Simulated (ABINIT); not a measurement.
A run of ABINIT 10.8.3 (patched build) is set up as follows.

File run.abi:

```
pp_dirpath "./"
pseudos "Zn.upf, S.upf"

acell 3.7446671429 3.7446671429 3.7446671429 Angstrom
rprim
     0.0000000000     0.7071067812     0.7071067812
     0.7071067812     0.0000000000     0.7071067812
     0.7071067812     0.7071067812     0.0000000000
ntypat 2
znucl 30 16
natom 2
typat 1 2
xred
     0.7500000000     0.7500000000     0.7500000000
     0.0000000000     0.0000000000     0.0000000000
chkprim 0
chksymtnons 0
tolsym 1.0e-6

ecut 979.609905 eV

kptopt 1
ngkpt 7 7 7
nshiftk 1
shiftk 0.0 0.0 0.0

ixc 7

nband 17
occopt 3
tsmear 0.05 eV

nstep 100
tolvrs 1.0e-10

iomode 3
prtwf 0
prteig 0
prtebands 0
prtden 1
prtvha 1
prtvclmb 1
prtpot 1
prtelf 1
```

Potentials or basis: PseudoDojo NC SR LDA v0.4.1 standard.

Command:

```bash
$ mpirun --bind-to none -np 4 abinit run.abi > log 2>&1
```

Problem. Predict the band gap on the k mesh.

Solution. 2.13 eV, direct.
